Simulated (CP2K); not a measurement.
GaN:

```xyz
4
Lattice="3.1800 0.0000 0.0000 -1.5900 2.7540 0.0000 0.0000 0.0000 5.1660" Properties=species:S:1:pos:R:3 pbc="T T T"
Ga    1.5900    0.9180    2.5830
Ga    0.0000    1.8360    0.0000
N     1.5900    0.9180    4.5203
N     0.0000    1.8360    1.9373
```

Program: CP2K 2026.2. Alike in all runs: task band structure; no spin polarisation; cell as given; k mesh 10 × 10 × 5; smearing fermi-dirac 0.05 eV.

Task: Order these runs on this cell by their pressure, lowest first.
A. level PBEsol; potentials or basis POTENTIAL_UZH Ga GTH-PBE-q13, N GTH-PBE-q5; TZVP-MOLOPT-PBE-GTH basis; NGRIDS 5; points a segment of the path (NPOINTS) 10; bands added on the path 6
B. level RPBE; potentials or basis POTENTIAL_UZH Ga GTH-PBE-q13, N GTH-PBE-q5; TZVP-MOLOPT-PBE-GTH basis; NGRIDS 4; points a segment of the path (NPOINTS) 6; bands added on the path 4
C. level LDA; potentials or basis GTH_POTENTIALS Ga GTH-PADE-q13, N GTH-PADE-q5; TZVP-MOLOPT-PBE-GTH basis; NGRIDS 4; points a segment of the path (NPOINTS) 6; bands added on the path 2

Result: C (-2.0 GPa), A (4.1 GPa), B (12.2 GPa).

Caveats: the basis of atomic orbitals isn't converged, which shifts pressures, moduli and gaps; the potentials were made for another functional, which shifts forces and pressure (some runs).

Runs at the PBE level aren't shown here.
